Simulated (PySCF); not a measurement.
**Sn and the effect of the dispersion correction**

The structure is tetragonal, space group I4_1/amd (No. 141). Conventional cell: a = 5.880 Å, b = 5.880 Å, c = 3.199 Å, α = 90.00°, β = 90.00°, γ = 90.00°. Sn (site symmetry -4m2) is surrounded by 6 Sn at 3.05 to 3.20 Å.

Kept alike: task equation of state; functional r2SCAN; k mesh 7 × 7 × 7; occupations fermi-dirac, width 0.05 eV; no spin polarisation. Program: PySCF, DZVP-MOLOPT-SR/GTH-PBE (potentials made for PBE). The mesh is that of the run's cell of 2 atoms. No spin-orbit coupling.

| dispersion correction | volume (Å³/atom) | bulk modulus (GPa) |
| --- | --- | --- |
| D3(BJ) with the three-body term | 28.353 | 49.6 |
| D4 | 28.424 | 49.2 |
| none | 28.836 | 47.3 |

For a metal such a mesh leaves the last digits unconverged. Runs of this series that gave no sound value for these columns are left out. Volume and modulus come from cells scaled at fixed shape and fractions; off cubic symmetry such a modulus can lie above the relaxed one. All rows use potentials made for PBE.

Q: What does the dispersion correction change here?

A: The volume runs from 28.353 (D3(BJ) with the three-body term) to 28.836 Å³/atom (none). Against no correction: D3(BJ) with the three-body term -1.7 %; D4 -1.4 %. Dispersion terms mostly attract and so lower the volume; the schemes' coefficients and damping set how far. The bulk modulus runs from 47.3 (none) to 49.6 GPa (D3(BJ) with the three-body term).
